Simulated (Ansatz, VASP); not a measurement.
**Sb in VASP and in Ansatz**

```
Sb
1.0
     0.00000    2.34552    2.34552
     2.34552    0.00000    2.34552
     2.34552    2.34552    0.00000
Sb
1
Direct
  0.00000 0.00000 0.00000
```

Alike in both runs: functional LDA; k mesh 12 × 12 × 12; occupations fermi-dirac, width 0.05 eV; no spin polarisation.

Ansatz relaxed the structure, and its values are those at the end. VASP's run is a single point on that final structure, the one shown.

|  | VASP | Ansatz |
| --- | --- | --- |
| version | VASP 6.6.1 | Ansatz 0.2.0 |
| potentials or method | VASP PAW LDA potentials, release 64 (Sb) | PAW with Ansatz's default frozen-core files, scalar-relativistic |
| plane-wave cutoff (eV) | 520 | 420 |
| valence electrons in the cell | 5 | 15 |

```csv
,VASP,Ansatz,Ansatz less VASP
pressure (GPa),0.1,0.0,-0.09
```

The two sets of potentials don't hold the same shells in valence. Ansatz warned: «gradients_without_spin_orbit».

The runs have no spin-orbit coupling, so splittings on Sb are missing.
